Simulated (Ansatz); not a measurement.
# NaCl: stress in a strained cell

Aim: deform NaCl (zz strain of +1 %) and compute stress, forces and field gradients with LAPW, PAW and all-electron datasets made for the crystal.

Computed with Ansatz 0.2.0 (DFT PBEsol, scalar-relativistic, unless a step's input says otherwise).

## Step 1: The structure to begin with

Symmetry: Pm-3m, No. 221, cubic system. Conventional cell: a = 2.860 Å, b = 2.860 Å, c = 2.860 Å, α = 90.00°, β = 90.00°, γ = 90.00°. Na (site symmetry m-3m) has 8 Cl at 2.48 Å as nearest neighbours. Cl (site symmetry m-3m) has 8 Na at 2.48 Å as nearest neighbours.

As a file:

```
Na Cl
1.0
     2.86000    0.00000    0.00000
     0.00000    2.86000    0.00000
     0.00000    0.00000    2.86000
Na Cl
1 1
Direct
  0.00000 0.00000 0.00000
  0.50000 0.50000 0.50000
```

Atoms are numbered in the order of the input: Na1, Cl2.

## Step 2: After the deformation

Space group Pm-3m before, P4/mmm after.

## Step 3: LAPW, all electrons

Input file input.yaml:

```yaml
crystal:
  lattice:
    - [2.86, 0.0, 0.0]
    - [0.0, 2.86, 0.0]
    - [0.0, 0.0, 2.8886]
  atoms:
    - { symbol: Na, position: [0.0, 0.0, 0.0] }
    - { symbol: Cl, position: [0.5, 0.5, 0.5] }
kpoints:
  mp_grid: { grid: [8, 8, 8] }
  band_path:
    path:
      - [0.0, 0.0, 0.0]
      - [0.0, 0.5, 0.0]
      - [0.5, 0.5, 0.0]
      - [0.0, 0.0, 0.0]
      - [0.0, 0.0, 0.5]
      - [0.0, 0.5, 0.5]
      - [0.5, 0.5, 0.5]
      - [0.0, 0.0, 0.5]
      - [0.0, 0.5, 0.0]
    npoints: 5
scf:
  occupations: { method: fermi_dirac, width: 0.02 }
hamiltonian:
  xc: pbesol
  pseudopotentials: { kind: all_electron, lapw: { basis_error: 0.00025 } }
output:
  forces: true
  stress: true
  eigenvalues: true
```

Started as:

```
ansatz run input.yaml --threads 1 --pin off --max-ram 3072MiB --backend cpu --events-out ev --progress --plain --runs-dir out
```

## Step 4: Frozen-core PAW

Input file input.yaml:

```yaml
crystal:
  lattice:
    - [2.86, 0.0, 0.0]
    - [0.0, 2.86, 0.0]
    - [0.0, 0.0, 2.8886]
  atoms:
    - { symbol: Na, position: [0.0, 0.0, 0.0] }
    - { symbol: Cl, position: [0.5, 0.5, 0.5] }
kpoints:
  mp_grid: { grid: [8, 8, 8] }
scf:
  occupations: { method: fermi_dirac, width: 0.02 }
hamiltonian:
  xc: pbesol
  pseudopotentials: { kind: paw }
output:
  forces: true
  stress: true
  eigenvalues: true
  efg: { contact_densities: true }
```

## Step 5: All-electron PAW on datasets made for the crystal

Changes to input.yaml since step 4:

```diff
@@ -14,3 +14,3 @@
   xc: pbesol
-  pseudopotentials: { kind: paw }
+  pseudopotentials: { kind: all_electron, datasets: crystal }
 output:
```

(Steps that only read results are left out.)

Q: Predict the outcome of this session. Wanted: pressure; largest shear or deviatoric stress.

The runs gave:

```
                                 quantity                                              value
                                 pressure  LAPW 57.07, PAW 57.06, crystal datasets 57.08 GPa
largest shear or deviatoric stress (LAPW)                                           1.65 GPa
```

In words: The largest part of the stress beyond the pressure is 1.65 GPa in size, in the zz component; the atoms are carried along and not relaxed. No run of the undeformed cell stands beside it, so the pressure holds what the given cell had before the change. PAW: stress within 0.02 GPa of LAPW. Crystal datasets: stress within 0.01 GPa of LAPW.
